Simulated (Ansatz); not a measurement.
# Al (Im-3m) in Ansatz: settings compared

One crystal, Al, is run at these levels: m-r2SCAN+D4, HSE06+D3(BJ)-ATM, HSE06+D3(BJ)+ATM; tasks: ladder of functionals, single point, equation of state.

All numbers are computed with Ansatz 0.2.0; they aren't measurements. Logs are shortened: lines on timing, memory, paths and dates and some standing lists are left out, and cuts for length are marked.

## Step 1: The structure

Symmetry: Im-3m, No. 229, cubic system. Conventional cell: a = 3.182 Å, b = 3.182 Å, c = 3.182 Å, α = 90.00°, β = 90.00°, γ = 90.00°. Al (site symmetry m-3m) has 8 Al at 2.76 Å as nearest neighbours.

This isn't the form of Al at room conditions, which is fcc.

## Step 2: Ladder of functionals, m-r2SCAN+D4

input.yaml

```yaml
crystal:
  lattice:
    - [-1.59121869, 1.59121869, 1.59121869]
    - [1.59121869, -1.59121869, 1.59121869]
    - [1.59121869, 1.59121869, -1.59121869]
  atoms:
    - { symbol: Al, position: [0.0, 0.0, 0.0] }
hamiltonian:
  xc: mr2scan
  pseudopotentials: { kind: nc, accuracy: stringent }
  dispersion: d4
kpoints:
  mp_grid: { grid: [12, 12, 12] }
scf:
  occupations: { method: cold, width: 0.01 }
output:
  forces: true
  stress: true
  eigenvalues: true
  xc_energy_on_converged_density: [lda, pbe, pbesol, rpbe, revpbe, blyp, r2scan]
```

Potentials or basis: PseudoDojo stringent (PBE files).

On the command line:

```
$ ansatz run input.yaml --threads 1 --pin off --max-ram 2560MiB --backend cpu --events-out ev --progress --plain --runs-dir out
```

The program printed:

```text
Warning: The stringent table, which hamiltonian.pseudopotentials names, holds the potential of the library's standard table for Al (one content_sha256, or a second file that the publisher made of the same generator input, which states another). The run takes no other species from the library, so that hamiltonian.pseudopotentials.accuracy: standard would change no potential of it. The deck needs no change, but a comparison with a run at hamiltonian.pseudopotentials.accuracy: standard does not test the potential of Al. To test it, run on another potential, such as that of hamiltonian.pseudopotentials: {kind: paw}
Warning: hamiltonian.xc reads the kinetic-energy density τ on the library's norm-conserving files, and those of Al were made for PBE
Warning: RAYON_NUM_THREADS=1 ignored (pool sized by the plan → 1); use --threads N
Engine: ansatz 0.2.0, aarch64-unknown-linux-gnu
Pseudopotentials: kind: nc
Pseudopotential: Al, nc, valence charge 3, recommended cutoff 544.227725 eV (normal), Al.nc.azcp (PseudoDojo's, or run here from an input of PseudoDojo's; its table is named by hamiltonian.pseudopotentials.accuracy)
Functional definition: m-r2SCAN
  exchange = m_r2scan_x
  correlation = m_r2scan_c
Crystal: 1 atoms, lattice volume = 16.116 Å³
Basis set: ecut = 544.227725 eV, 459 PW (Γ), exchange–correlation on 96×96×96 points (64 copies of the dense FFT grid, shifted against one another)
Bands: 6, of which v1, the nominal top of the filled ones, is band 2 counted from 1 (1 counted from 0)
Symmetry: 48 space group operations
Space group: Im-3m (ITA 229), of the structure as read, at distance tolerance 2.5e-5 Å
k-points: 72 of 1728
Non-local potential: Al, projectors of the file, l = 0: 2, l = 1: 2, l = 2: 2
Initial density: superposition of atomic densities (chi_scale 0.1, normalization cell)
Initial wavefunctions: pseudopotential atomic-orbital guess
Functional: x = mr2scan, c = mr2scan; τ floored in thin density (d = 2e-4 eV/Å³)
Listed functional: x = slater, c = lda
Listed functional: x = pbe(κ = 0.804, μ = 0.2195149727645171), c = pbe(β = 0.06672455060314922)
Listed functional: x = pbesol(κ = 0.804, μ = 0.12345679012345678), c = pbesol(β = 0.046)
Listed functional: x = rpbe, c = pbe(β = 0.06672455060314922)
Listed functional: x = revpbe(κ = 1.245, μ = 0.2195149727645171), c = pbe(β = 0.06672455060314922)
Listed functional: x = b88, c = lyp
Listed functional: x = r2scan, c = r2scan; τ floored in thin density (d = 2e-4 eV/Å³)
iter 1 solved again at ethr=2.28e-3 eV; its pass at ethr=3.10e-3 eV (dr2=6.84e-2 eV) is discarded
SCF iter   1: F=—  HF=-63.755144 eV  |F-HF|=—  |Δ(HF+E_count)|=         —  Δρ=2.01e-2  dr2=6.84e-2  dr2_τ=2.93e-3  ethr=2.28e-3  ⟨swp⟩=1.0  Hψ=5246  notcnv=0
preconditioner: auto → none  [insulator: Δε(μ)=0.027 eV  Ē_g=14.429 eV  σ=0.010 eV  W_gap=0.72  n_scr=0 (ndim 8)  ℏωp=16.0 eV  f_vac=0.000  D(μ)=1.59/eV (n_scr^D=18)  ε∞_Penn≈2.2]
SCF iter   2: F=—  HF=-63.725859 eV  |F-HF|=—  |Δ(HF+E_count)|=   2.93e-2  S|Δr|=    0.00e0  Δρ=1.01e-2  dr2=1.70e-2  dr2_τ=2.03e-5  ethr=2.28e-3  ⟨swp⟩=2.0  Hψ=757  notcnv=0
SCF iter   3: F=—  HF=-63.723185 eV  |F-HF|=—  |Δ(HF+E_count)|=   2.67e-3  S|Δr|=    0.00e0  Δρ=4.06e-4  dr2=2.47e-5  dr2_τ=3.34e-7  ethr=5.67e-4  ⟨swp⟩=2.0  Hψ=757  notcnv=0
SCF iter   4: F=—  HF=-63.723186 eV  |F-HF|=—  |Δ(HF+E_count)|=   1.29e-6  S|Δr|=    0.00e0  Δρ=7.49e-5  dr2=4.85e-7  dr2_τ=2.45e-8  ethr=8.22e-7  ⟨swp⟩=2.1  Hψ=539  notcnv=0
SCF iter   5: F=-63.723187 eV  HF=-63.723187 eV  |F-HF|=7.87e-10  |Δ(HF+E_count)|=   3.63e-7  S|Δr|=    0.00e0  Δρ=5.35e-6  dr2=2.42e-9  dr2_τ=1.79e-9  ethr=3.33e-9  ⟨swp⟩=4.9  Hψ=2238  notcnv=0
SCF 1 converged in 5 iterations: F = -63.723187 eV  dr2 = 2.42e-9
SCF converged after 5 iterations
Stability not checked: this state was not tested for a lower state beside it, because cold or Methfessel-Paxton smearing, or corrected tetrahedra, fill the levels in a way that the test cannot read (fill_not_monotonic; see scf.lower_state_search)
Free energy (F): -63.723187 eV
Harris-Foulkes:  -63.723187 eV  (|F-HF|=7.87e-10)
Internal energy: -63.723142 eV  (E = F + TS)
E sigma→0 (E₀):  -63.723172 eV
Entropy (-TS):   -0.000045 eV (-0.045 meV/atom)
Fermi energy:    8.181051 eV
--- Per-component energies (eV) ---
  E_band       = 10.131372
  E_kinetic    = 23.431041
  E_local      = 6.627565  (includes V_loc(G=0)·N_el)
  E_nonlocal   = 10.663154
  E_hartree    = 0.061939
  E_xc         = -30.286471
  E_vxc        = -32.270104  (∫ρ·V_xc dr)
  E_vtau       = 1.555831  (kinetic-family band-sum trace: ∫τ·v_τ [+ j·A + Jᵃ·Aᵃ] dr)
  E_ewald      = -74.099344
  E_disp       = -0.121026  (pairwise vdW)
  E_smearing   = -0.000045  (= −TS)
  E_closure    = -0.000000  (closes the sum)
  Σ components = -63.723187   (vs F -63.723187, Δ=0.00e0)
--- Forces (eV/Å), atoms counted from 1 ---
  atom   1  Al    -0.00000000     0.00000000     0.00000000
  max |Σ_I F_I| component: 5.14e-34 eV/Å
--- Stress (GPa, compression-positive) ---
        1.714291       0.000000      -0.000000
        0.000000       1.714291       0.000000
       -0.000000      -0.000000       1.714291
  P = ⅓ Tr σ = 1.7143 GPa (17.143 kbar)
--- E_xc of listed functionals on the converged density (eV per cell; not total energies) ---
  on the closing iteration's output density plus the core of the run's pseudopotentials (for a meta-GGA, its output tau too, plus the cores' where a run under it adds that), as the run's own E_xc is; on PAW an entry holds the one-centre parts besides; self-consistent for mr2scan alone
  E_xc = -29.606028  lda
  E_xc = -29.633581  pbe
  E_xc = -29.577795  pbesol
  E_xc = -29.639387  rpbe
  E_xc = -29.637699  revpbe
  E_xc = -28.123237  blyp
  E_xc = -30.286471  r2scan
--- Band table (eV; the first three rows and the last of 72) ---
  k-point 0: bands = ["-3.9481", "22.8023", "22.8023", "22.8023", "24.2564", "24.2564"]
  k-point 1: bands = ["-3.7310", "20.3358", "21.4539", "21.9363", "23.3866", "24.5197"]
  k-point 2: bands = ["-3.0815", "16.5648", "19.9204", "20.4279", "21.9335", "23.2536"]
  k-point 71: bands = ["10.2492", "10.2492", "10.2492", "11.3115", "11.3115", "14.4023"]
```

Wall time 1.4 s (1 thread of Arm Neoverse V2, shared host); peak memory 0.27 GiB.

Results:

```
Free energy            : -63.7232 eV
Pressure               : 1.7 GPa
Band gap on the k mesh : none (metal or under the smearing width)
```

Levels at points of the mesh, in eV from the Fermi level:
| k point | band 1 | band 2 | band 3 | band 4 |
| --- | --- | --- | --- | --- |
| (0.00, 0.00, 0.00) | -12.13 | 14.62 | 14.62 | 14.62 |
| (0.00, 0.00, -0.50) | -4.78 | -4.15 | 8.97 | 9.06 |
| (-0.50, -0.50, -0.50) | 2.07 | 2.07 | 2.07 | 3.13 |

Caveat: the meta-GGA runs on potentials made for a GGA; the potentials were made for another functional, which shifts forces and pressure; pairwise dispersion overbinds metals, which lowers pressure and volume.

## Step 3: Single point, HSE06+D3(BJ)-ATM, 15.15 Å³/atom (volume scaled by 0.94)

input.yaml

```yaml
crystal:
  lattice:
    - [-1.5587357247, 1.5587357247, 1.5587357247]
    - [1.5587357247, -1.5587357247, 1.5587357247]
    - [1.5587357247, 1.5587357247, -1.5587357247]
  atoms:
    - { symbol: Al, position: [0.0, 0.0, 0.0] }
hamiltonian:
  xc: hse06
  pseudopotentials: { kind: paw, partial_waves: polarizable }
  dispersion: d3bjatm
kpoints:
  mp_grid: { grid: [8, 8, 8] }
scf:
  occupations: { method: cold, width: 0.1 }
output:
  forces: true
  stress: true
  eigenvalues: true
```

Potentials or basis: Ansatz PAW polarizable.

On the command line:

```
$ ansatz run input.yaml --threads 1 --pin off --max-ram 2560MiB --backend cpu --events-out ev --progress --plain --runs-dir out
```

The program printed:

```text
Warning: output.stress: scf.convergence.dr2_threshold = 1e-7 eV (the SCF's general default) is looser than the 1e-10 eV advised for a printed stress (1e-10 eV for each atom of the cell: 1). What an SCF threshold leaves in a stress goes as its square root, and in the free energy as the threshold itself, and one threshold admits the most on a small cell: of the crystals measured, under no hybrid functional and no lock of the moments, on runs that ended without the residual-converged pass, on stresses that held no estimate of that error, the worst erred by over 100 MPa in a component at 1e-7 eV an atom and by under 5 at 1e-10. Set scf.convergence.dr2_threshold to 1e-10 eV or tighter. The threshold is an SCF's pass mark: one that does not reach it within its budget of iterations ends unconverged, or closes short of it on a stop that the run arms, and scf.convergence.dr2_threshold's page says what that costs each kind of run
Warning: output.stress: scf.exx.energy_threshold = 1e-6 eV is looser than the 1e-8 eV advised for a stress under a hybrid functional (1e-8 eV for each atom of the cell: 1). Every SCF of the exchange loop can meet its threshold on dr2 while the loop round them stops early: no threshold on dr2 bounds what that leaves in the stress. Set scf.exx.energy_threshold to 1e-8 eV or tighter. The threshold is the loop's pass mark: a loop that does not reach it within its budget of cycles ends unconverged, and scf.exx.energy_threshold's page has the law
Warning: RAYON_NUM_THREADS=1 ignored (pool sized by the plan → 1); use --threads N
[... 1 set-up line as earlier in the session ...]
Pseudopotentials: kind: paw
Pseudopotential: Al, paw, valence charge 3, recommended cutoff 420 eV (normal), Al.paw.azcp
Functional definition: HSE06
  parameter a = 0.25
  parameter omega = 0.11/bohr
  exchange = pbe_x - a*pbe_x_sr(omega) + a*exact_x_sr(omega)
  correlation = pbe_c
Crystal: 1 atoms, lattice volume = 15.149 Å³
Basis set: ecut = 420 eV, 321 PW (Γ), exchange–correlation on 40×40×40 points (8 copies of the dense FFT grid, shifted against one another)
Bands: 6, of which v1, the nominal top of the filled ones, is band 2 counted from 1 (1 counted from 0)
[... 2 set-up lines as earlier in the session ...]
k-points: 29 of 512
Non-local potential: Al, projectors of the file, l = 0: 2, l = 1: 2, l = 2: 1
PAW form: soft (Blöchl's): semilocal exchange-correlation on the pseudo side does not see the compensation charge
PAW frozen core: Al, regenerated for the run's functional, and the local potential with it (the file was generated under x = pbe(κ = 0.804, μ = 0.2195149727645171), c = pbe(β = 0.06672455060314922))
[... 46 lines left out ...]
E sigma→0 (E₀):  -538.104601 eV
Entropy (-TS):   -0.002949 eV (-2.949 meV/atom)
Fermi energy:    9.090143 eV
--- Per-component energies (eV) ---
  E_band       = 10.794795
  E_kinetic    = 24.221502
  E_local      = 11.461689  (includes V_loc(G=0)·N_el)
  E_nonlocal   = 10.252861
  E_hartree    = 0.098243
  E_xc         = -33.151970
  E_vxc        = -24.573226  (∫ρ·V_xc dr)
  E_exx        = -3.493211  (= α·E_x^exact, valence–valence)
  E_paw        = -471.350459  (= ΣΔE_a)
  E_vpaw       = -3.778112  (= ΣTr[D̂ρ^β])
  E_aug_tail   = -0.000002  (compensation charges beyond the density's cutoff)
  E_ewald      = -75.643522
  E_disp       = -0.452917  (pairwise vdW)
  E_core_change = -0.044848  (= ΣΔE_core)
  E_smearing   = -0.002949  (= −TS)
  E_closure    = -0.000000  (closes the sum)
  Σ components = -538.105584   (vs F -538.105584, Δ=0.00e0)
--- Forces (eV/Å), atoms counted from 1 ---
  atom   1  Al     0.00000000     0.00000000     0.00000000
  max |Σ_I F_I| component: 6.68e-33 eV/Å
--- Stress (GPa, compression-positive) ---
        3.280784       0.000000       0.000000
        0.000000       3.280784      -0.000000
        0.000000       0.000000       3.280784
  P = ⅓ Tr σ = 3.2808 GPa (32.808 kbar)
--- Band table (eV; the first three rows and the last of 29) ---
  k-point 0: bands = ["-4.4531", "23.5870", "23.5870", "23.5870", "26.1314", "26.1314"]
  k-point 1: bands = ["-3.9238", "19.6138", "21.9163", "22.0266", "24.0853", "25.0123"]
  k-point 2: bands = ["-2.3410", "13.9144", "19.9292", "20.1196", "22.0471", "23.4963"]
  k-point 28: bands = ["11.1588", "11.1588", "11.1588", "11.9322", "11.9322", "16.2771"]
```

Wall time 7.3 s (1 thread of Arm Neoverse V2, shared host); peak memory 0.58 GiB.

What came out:

```yaml
Free_energy: -538.1056 eV
Pressure: 3.3 GPa
Band_gap_on_the_k_mesh: none (metal or under the smearing width)
```

Caveat: pairwise dispersion overbinds metals, which lowers pressure and volume; the PAW data sets come from PBE, with cores solved anew for the run's functional, which leaves a small shift of forces and pressure; the thresholds are loose for stress.

## Step 4: Single point, HSE06+D3(BJ)-ATM, 15.47 Å³/atom (volume scaled by 0.96)

Edit input.yaml of step 3 so:

```diff
@@ -2,5 +2,5 @@
   lattice:
-    - [-1.5587357247, 1.5587357247, 1.5587357247]
-    - [1.5587357247, -1.5587357247, 1.5587357247]
-    - [1.5587357247, 1.5587357247, -1.5587357247]
+    - [-1.5697130985, 1.5697130985, 1.5697130985]
+    - [1.5697130985, -1.5697130985, 1.5697130985]
+    - [1.5697130985, 1.5697130985, -1.5697130985]
   atoms:
```

On the command line:

```
$ ansatz run input.yaml --threads 1 --pin off --max-ram 2560MiB --backend cpu --events-out ev --progress --plain --runs-dir out
```

Run time: 7 s. Hardware: 1 thread of Arm Neoverse V2, shared host; peak memory 0.58 GiB.

The run converged. Its results:

- Free energy: -538.1103 eV
- Pressure: 1.5 GPa
- Band gap on the k mesh: none (metal or under the smearing width)

Caveat: pairwise dispersion overbinds metals, which lowers pressure and volume; the PAW data sets come from PBE, with cores solved anew for the run's functional, which leaves a small shift of forces and pressure; the thresholds are loose for stress.

## Step 5: Single point, HSE06+D3(BJ)-ATM, 15.79 Å³/atom (volume scaled by 0.98)

Edit input.yaml of step 4 so:

```diff
@@ -2,5 +2,5 @@
   lattice:
-    - [-1.5697130985, 1.5697130985, 1.5697130985]
-    - [1.5697130985, -1.5697130985, 1.5697130985]
-    - [1.5697130985, 1.5697130985, -1.5697130985]
+    - [-1.5805390481, 1.5805390481, 1.5805390481]
+    - [1.5805390481, -1.5805390481, 1.5805390481]
+    - [1.5805390481, 1.5805390481, -1.5805390481]
   atoms:
```

On the command line:

```
$ ansatz run input.yaml --threads 1 --pin off --max-ram 2560MiB --backend cpu --events-out ev --progress --plain --runs-dir out
```

Wall time 7 s (1 thread of Arm Neoverse V2, shared host); peak memory 0.58 GiB.

Results (log left out):

- Free energy: -538.1121 eV
- Pressure: 0.2 GPa
- Band gap on the k mesh: none (metal or under the smearing width)

Caveat: pairwise dispersion overbinds metals, which lowers pressure and volume; the PAW data sets come from PBE, with cores solved anew for the run's functional, which leaves a small shift of forces and pressure; the thresholds are loose for stress.

## Step 6: Single point, HSE06+D3(BJ)-ATM, 16.12 Å³/atom

input.yaml

```yaml
crystal:
  lattice:
    - [-1.59121869, 1.59121869, 1.59121869]
    - [1.59121869, -1.59121869, 1.59121869]
    - [1.59121869, 1.59121869, -1.59121869]
  atoms:
    - { symbol: Al, position: [0.0, 0.0, 0.0] }
hamiltonian:
  xc: hse06
  pseudopotentials: { kind: paw, partial_waves: polarizable }
  dispersion: d3bjatm
kpoints:
  mp_grid: { grid: [8, 8, 8] }
scf:
  occupations: { method: cold, width: 0.1 }
output:
  forces: true
  stress: true
  eigenvalues: true
  write_density: true
  write_potential: true
  elf: true
  volumetric_format: npy
```

Potentials or basis: Ansatz PAW polarizable.

On the command line:

```
$ ansatz run input.yaml --threads 1 --pin off --max-ram 2560MiB --backend cpu --events-out ev --progress --plain --runs-dir out
```

It took 7.1 s on 1 thread of Arm Neoverse V2, shared host; peak memory 0.59 GiB.

The run converged. Its results:

| Quantity | Value |
| --- | --- |
| Free energy | -538.1113 eV |
| Pressure | -1.0 GPa |
| Band gap on the k mesh | none (metal or under the smearing width) |

Caveat: pairwise dispersion overbinds metals, which lowers pressure and volume; the PAW data sets come from PBE, with cores solved anew for the run's functional, which leaves a small shift of forces and pressure; the thresholds are loose for stress.

## Step 7: Single point, HSE06+D3(BJ)-ATM, 16.44 Å³/atom (volume scaled by 1.02)

input.yaml

```yaml
crystal:
  lattice:
    - [-1.6017568692, 1.6017568692, 1.6017568692]
    - [1.6017568692, -1.6017568692, 1.6017568692]
    - [1.6017568692, 1.6017568692, -1.6017568692]
  atoms:
    - { symbol: Al, position: [0.0, 0.0, 0.0] }
hamiltonian:
  xc: hse06
  pseudopotentials: { kind: paw, partial_waves: polarizable }
  dispersion: d3bjatm
kpoints:
  mp_grid: { grid: [8, 8, 8] }
scf:
  occupations: { method: cold, width: 0.1 }
output:
  forces: true
  stress: true
  eigenvalues: true
```

On the command line:

```
$ ansatz run input.yaml --threads 1 --pin off --max-ram 2560MiB --backend cpu --events-out ev --progress --plain --runs-dir out
```

It took 7.2 s on 1 thread of Arm Neoverse V2, shared host; peak memory 0.59 GiB.

Results (log left out):

```yaml
Free_energy: -538.1082 eV
Pressure: -2.2 GPa
Band_gap_on_the_k_mesh: none (metal or under the smearing width)
```

Caveat: pairwise dispersion overbinds metals, which lowers pressure and volume; the PAW data sets come from PBE, with cores solved anew for the run's functional, which leaves a small shift of forces and pressure; the thresholds are loose for stress.

## Step 8: Single point, HSE06+D3(BJ)-ATM, 16.76 Å³/atom (volume scaled by 1.04)

Edit input.yaml of step 7 so:

```diff
@@ -2,5 +2,5 @@
   lattice:
-    - [-1.6017568692, 1.6017568692, 1.6017568692]
-    - [1.6017568692, -1.6017568692, 1.6017568692]
-    - [1.6017568692, 1.6017568692, -1.6017568692]
+    - [-1.6121581793, 1.6121581793, 1.6121581793]
+    - [1.6121581793, -1.6121581793, 1.6121581793]
+    - [1.6121581793, 1.6121581793, -1.6121581793]
   atoms:
```

On the command line:

```
$ ansatz run input.yaml --threads 1 --pin off --max-ram 2560MiB --backend cpu --events-out ev --progress --plain --runs-dir out
```

Wall time 7.2 s (1 thread of Arm Neoverse V2, shared host); peak memory 0.59 GiB.

Results (log left out):

```
Free energy            : -538.1025 eV
Pressure               : -3.4 GPa
Band gap on the k mesh : none (metal or under the smearing width)
```

Caveat: pairwise dispersion overbinds metals, which lowers pressure and volume; the PAW data sets come from PBE, with cores solved anew for the run's functional, which leaves a small shift of forces and pressure; the thresholds are loose for stress.

## Step 9: Single point, HSE06+D3(BJ)-ATM, 17.08 Å³/atom (volume scaled by 1.06)

Edit input.yaml of step 8 so:

```diff
@@ -2,5 +2,5 @@
   lattice:
-    - [-1.6121581793, 1.6121581793, 1.6121581793]
-    - [1.6121581793, -1.6121581793, 1.6121581793]
-    - [1.6121581793, 1.6121581793, -1.6121581793]
+    - [-1.6224269796, 1.6224269796, 1.6224269796]
+    - [1.6224269796, -1.6224269796, 1.6224269796]
+    - [1.6224269796, 1.6224269796, -1.6224269796]
   atoms:
```

Potentials or basis: Ansatz PAW polarizable.

On the command line:

```
$ ansatz run input.yaml --threads 1 --pin off --max-ram 2560MiB --backend cpu --events-out ev --progress --plain --runs-dir out
```

Run time: 7.5 s. Hardware: 1 thread of Arm Neoverse V2, shared host; peak memory 0.61 GiB.

It converged, with:

```yaml
Free_energy: -538.0946 eV
Pressure: -4.5 GPa
Band_gap_on_the_k_mesh: none (metal or under the smearing width)
```

Caveat: pairwise dispersion overbinds metals, which lowers pressure and volume; the PAW data sets come from PBE, with cores solved anew for the run's functional, which leaves a small shift of forces and pressure; the thresholds are loose for stress.

## Step 10: Equation of state, HSE06+D3(BJ)+ATM

This step only gathers the single runs of the series.

What came out:

```
Equilibrium volume : 15.86 Å³/atom (rough: see the caveat)
Bulk modulus       : 64 GPa (rough)
```

Energy against volume, from the lowest point:
```csv
volume (Å³/atom),energy (meV/atom)
15.149,6.47
15.471,1.70
15.793,0.00
16.116,0.75
16.438,3.90
16.760,9.52
17.083,17.50
```

Caveat: the fit is doubtful: noisy points or a state that changes with volume; the PAW data sets were made with another functional, which shifts forces and pressure a little.
